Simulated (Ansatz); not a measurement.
The calculation used Ansatz 0.2.0, DFT PBE, scalar-relativistic, plane waves, PAW. Settings: cutoff 420 eV, Γ-centred meshes spaced at most about 0.3 Å⁻¹, and about 0.25 Å⁻¹ or finer for metals (2π included), Gaussian smearing. No spin polarisation in the final relaxations.

These are static total energies at zero pressure.

Compare these two cells of Sn3Ge2, each relaxed at this level.

A.

```cif
data_structure
_symmetry_space_group_name_H-M 'R-3m:H'
_symmetry_Int_Tables_number 166
_cell_length_a 3.3385
_cell_length_b 3.3385
_cell_length_c 38.5595
_cell_angle_alpha 90.000
_cell_angle_beta 90.000
_cell_angle_gamma 120.000
_cell_volume 372.19
loop_
_atom_site_label
_atom_site_type_symbol
_atom_site_symmetry_multiplicity
_atom_site_Wyckoff_symbol
_atom_site_fract_x
_atom_site_fract_y
_atom_site_fract_z
_atom_site_occupancy
Sn1 Sn 6 c 0.33333 0.66667 0.87131 1
Sn2 Sn 3 a 0.00000 0.00000 0.00000 1
Ge1 Ge 6 c 0.66667 0.33333 0.73212 1
```

B.

```cif
data_structure
_symmetry_space_group_name_H-M 'I4/mmm'
_symmetry_Int_Tables_number 139
_cell_length_a 3.5090
_cell_length_b 3.5090
_cell_length_c 19.8246
_cell_angle_alpha 90.000
_cell_angle_beta 90.000
_cell_angle_gamma 90.000
_cell_volume 244.11
loop_
_atom_site_label
_atom_site_type_symbol
_atom_site_symmetry_multiplicity
_atom_site_Wyckoff_symbol
_atom_site_fract_x
_atom_site_fract_y
_atom_site_fract_z
_atom_site_occupancy
Sn1 Sn 4 e 0.00000 0.00000 0.18994 1
Sn2 Sn 2 a 0.00000 0.00000 0.00000 1
Ge1 Ge 4 e 0.50000 0.50000 0.09693 1
```

Question: Which would you expect to be lower, and how large is the difference?

Answer: B is lower, by 26 meV/atom. A has Sn and Ge ordered on fcc sites, space group R-3m (No. 166), 24.8 Å³/atom and no gap on its mesh; B has Sn and Ge ordered on bcc sites, space group I4/mmm (No. 139), 24.4 Å³/atom and no gap. Counting Ge atoms around Sn (those within 1.25 times the shortest such distance or 1.15 times the sum of covalent radii; the shortest distance is added where it is long for a bond; a slash parts the counts of unlike sites), A has Sn 3 from 3.1 Å/6 from 3.2 Å and B has Sn 4 from 3.1 Å/8 from 3.1 Å. Even the lower one lies +0.18 eV/atom against the reference forms of the elements (uncorrected), so neither is stable at this level. Both come from invented guesses. A third cell relaxed alike, in C2/m, lies 15 meV/atom below the lower of the two.

Cells relaxed within their symmetry can be saddle points.
